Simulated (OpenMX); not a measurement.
Crystal: Al2Pt.

```xyz
3
Lattice="0.0000 2.9550 2.9550 2.9550 0.0000 2.9550 2.9550 2.9550 0.0000" Properties=species:S:1:pos:R:3 pbc="T T T"
Pt    0.0000    0.0000    0.0000
Al    4.4325    4.4325    4.4325
Al    1.4775    1.4775    1.4775
```

Base run:

| Quantity | Value |
| --- | --- |
| Program | OpenMX 3.8.5 |
| Functional | PBE |
| Potentials or basis | OpenMX 2013 PBE set, Pt7.0-s3p2d2f1, Al7.0-s2p2d1, grid cutoff 400 Ry |
| k mesh | 7 × 7 × 7 |
| Occupations | fermi-dirac, width 0.05 eV |
| Spin | no spin polarisation |

Its results: pressure 2.6 GPa.

Q: The run is repeated on the same cell with these changes: functional from PBE to LDA; potentials or basis from OpenMX 2013 PBE set, Pt7.0-s3p2d2f1, Al7.0-s2p2d1, grid cutoff 400 Ry to OpenMX 2013 LDA set, Pt7.0-s3p2d2f1, Al7.0-s2p2d1, grid cutoff 400 Ry. What comes out?

A: Pressure -3.7 GPa.

Caveats: the basis of atomic orbitals isn't converged, which shifts pressures, moduli and gaps.

Not every run made on this cell is shown here.
